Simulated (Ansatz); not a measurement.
Runs of Ansatz 0.2.0 on BeTe. Symmetry: F-43m, No. 216, cubic system. Conventional cell: a = 5.540 Å, b = 5.540 Å, c = 5.540 Å, α = 90.00°, β = 90.00°, γ = 90.00°. Around Te (site symmetry -43m) lie 4 Be at 2.40 Å. Be (site symmetry -43m) is surrounded by 4 Te at 2.40 Å. 

| potentials or basis | cutoff (eV) | basis error allowed | gap on the mesh (eV) | pressure (GPa) |
| --- | --- | --- | --- | --- |
| all-electron LAPW, scalar-relativistic | 227 | 0.001 eV/atom | 1.75 | 2.3 |
| all-electron LAPW, non-relativistic | 227 | 0.001 eV/atom | 1.82 | 3.0 |
| all-electron LAPW, inner shells corrected to Dirac's equation | 227 | 0.001 eV/atom | 1.75 | 2.3 |
| all-electron PAW datasets made for the crystal | 180 | - | 1.75 | (a) |

Alike in all rows: task band structure; level PBEsol; no spin polarisation; cell as given; k mesh 8 × 8 × 8; smearing fermi-dirac 0.05 eV.

Fill in the values left out.

(a) 2.2.

Caveats: spin-orbit coupling is left out, which moves the levels of the heavy elements; relativity is left out, which matters for the heavier elements (some runs).

A k mesh can miss the band edges, and the runs leave out spin-orbit coupling on Te.

The runs don't all hold the same shells in valence.
